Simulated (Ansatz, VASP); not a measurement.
Given: the input of a run of Ansatz 0.2.0 on Cu3Au (Auricupride).

Contents of input.yaml:

```yaml
crystal:
  lattice:
    - [3.74, 0.0, 0.0]
    - [0.0, 3.74, 0.0]
    - [0.0, 0.0, 3.74]
  atoms:
    - { symbol: Au, position: [0.0, 0.0, 0.0] }
    - { symbol: Cu, position: [0.5, 0.5, 0.0] }
    - { symbol: Cu, position: [0.5, 0.0, 0.5] }
    - { symbol: Cu, position: [0.0, 0.5, 0.5] }
hamiltonian:
  xc: pbe
  pseudopotentials: { kind: paw }
kpoints:
  mp_grid: { grid: [7, 7, 7] }
scf:
  occupations: { method: fermi_dirac, width: 0.05 }
output:
  forces: true
  stress: true
  eigenvalues: true
relax:
  f_tol: 0.01
  max_steps: 40
  cell: { stress_tol: 0.05 }
```

Potentials or basis: Ansatz PAW.

Command:

```sh
$ ansatz run input.yaml --threads 2 --pin off --max-ram 5632MiB --backend cpu --events-out ev --progress --plain --runs-dir out
```

Translate it to VASP 6.6.1. Potentials there: VASP PAW PBE potentials, release 54 (Au, Cu).

As run (the cutoff follows the program's own potentials):

The input INCAR:

```
SYSTEM = Cu3Au
PREC = Accurate
ENCUT = 600
EDIFF = 1E-6
ISMEAR = -1
SIGMA = 0.05
LREAL = .FALSE.
LASPH = .TRUE.
NELM = 100
ALGO = Normal
ISIF = 3
LWAVE = .FALSE.
LCHARG = .FALSE.
GGA = PE
IBRION = 2
NSW = 40
EDIFFG = -0.01
```

Contents of KPOINTS:

```
Automatic mesh
0
G
  7 7 7
  0 0 0
```

The input POSCAR:

```
Cu3Au
1.0
    3.7400000000      0.0000000000      0.0000000000
    0.0000000000      3.7400000000      0.0000000000
    0.0000000000      0.0000000000      3.7400000000
Au Cu
1 3
Direct
    0.0000000000      0.0000000000      0.0000000000
    0.5000000000      0.5000000000      0.0000000000
    0.5000000000      0.0000000000      0.5000000000
    0.0000000000      0.5000000000      0.5000000000
```

Potentials or basis: VASP PAW PBE potentials, release 54 (Au, Cu).

Launch:

```bash
$ cat potpaw_PBE.54/Au/POTCAR potpaw_PBE.54/Cu/POTCAR > POTCAR
$ mpirun -np 1 vasp_std > vasp.out
```

Both were run:

|  | VASP | Ansatz | Ansatz less VASP |
| --- | --- | --- | --- |
| gap on the k mesh at the Fermi level, each at its own relaxed structure (eV) | none | none | - |
| relaxed volume (Å³/atom) | 13.53 | 13.50 | -0.030 |
| relaxed cell length with the largest relative difference (Å) | 3.783 | 3.780 | -0.0028 |
| energy change over the relaxation (meV/atom) | -7 | -6 | +0.8 |

A gap of «none» marks a metal or a gap that the smearing closes. The two sets of potentials don't hold the same shells in valence.

Caveats: the plane-wave basis is chosen anew once the cell has moved, so the energies of steps on either side of that aren't comparable (Ansatz). The runs have no spin-orbit coupling, so splittings on Au are missing. Zero-point motion and thermal expansion aren't in these numbers. PBE usually gives volumes a little too large and moduli too small.
